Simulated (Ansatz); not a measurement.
Consider K4I3Br (ordered model alloy, started on the KBr lattice) (Cmmm).

Symmetry: Cmmm, No. 65, orthorhombic system. The conventional cell has a = 9.498 Å, b = 13.427 Å, c = 4.746 Å, α = 90.00°, β = 90.00°, γ = 90.00°. Nearest to K lie 2 Br at 3.28 Å and 4 I at 3.36 to 3.44 Å. Nearest to K lie 1 Br at 3.27 Å and 5 I at 3.36 to 3.44 Å. I has 6 K at 3.36 Å nearest. I has 6 K at 3.44 Å nearest. Br has 6 K at 3.27 to 3.28 Å nearest. It derives from KBr. Farther neighbours and most contacts between anions are not listed.

```cif
data_structure
_symmetry_space_group_name_H-M 'P 1'
_symmetry_Int_Tables_number 1
_cell_length_a 9.4949
_cell_length_b 9.4949
_cell_length_c 9.4983
_cell_angle_alpha 59.988
_cell_angle_beta 59.988
_cell_angle_gamma 59.980
_cell_volume 605.30
loop_
_atom_site_label
_atom_site_type_symbol
_atom_site_fract_x
_atom_site_fract_y
_atom_site_fract_z
_atom_site_occupancy
K1 K 0.00000 0.00000 0.98771 1
K2 K 0.00000 0.00000 0.51229 1
K3 K 0.00634 0.50634 0.99366 1
K4 K 0.99366 0.49366 0.50634 1
K5 K 0.50634 0.00634 0.99366 1
K6 K 0.49366 0.99366 0.50634 1
K7 K 0.50000 0.50000 0.98771 1
K8 K 0.50000 0.50000 0.51229 1
I9 I 0.25000 0.25000 0.25000 1
I10 I 0.25000 0.25000 0.75000 1
I11 I 0.25000 0.75000 0.25000 1
Br12 Br 0.25000 0.75000 0.75000 1
I13 I 0.75000 0.25000 0.25000 1
Br14 Br 0.75000 0.25000 0.75000 1
I15 I 0.75000 0.75000 0.25000 1
I16 I 0.75000 0.75000 0.75000 1
```

The structure was relaxed with LDA. The runs that relaxed it are not among those shown. Spin-orbit coupling is left out unless a run names it.

Gaps computed with Ansatz 0.2.0 without a self-energy: LDA 3.76 eV and HSE06 5.17 eV.

**Question.** What gap should G0W0 on LDA give (2×2×2 mesh, 1077 empty bands, screening to 85 eV, PAW set soft_1 files)?

About 5.95 eV: on its mesh the run moves the gap from 3.76 eV by +2.19 eV. Among the scalar-relativistic levels given, HSE06 is nearest (−0.78 eV). Bands and cutoff are finite, so the gap is not at the basis limit. The miss can reach some tenths of an eV and take either sign; the mesh is an error of its own. The many-body steps are scalar-relativistic: spin-orbit coupling is not in them.

[Paths, hosts, dates, memory and timing lines, banners, echoed tables and standing remarks are left out of the program output.]

[Logs are printed without paths, hosts, clocks, repeated set-up lines and the standing remarks that a program may print on its own settings, such as how far it seeks lower states.]

[Runs of the session that timed out or met a known fault of the program may be left out.]

[Cells called generated may have been cut or substituted from an entry of the Crystallography Open Database or the Materials Project.]

[Hosts, paths, dates, database ids (printed as entryN), source tags and the programs' standing remarks are cut or masked in the printed files.]
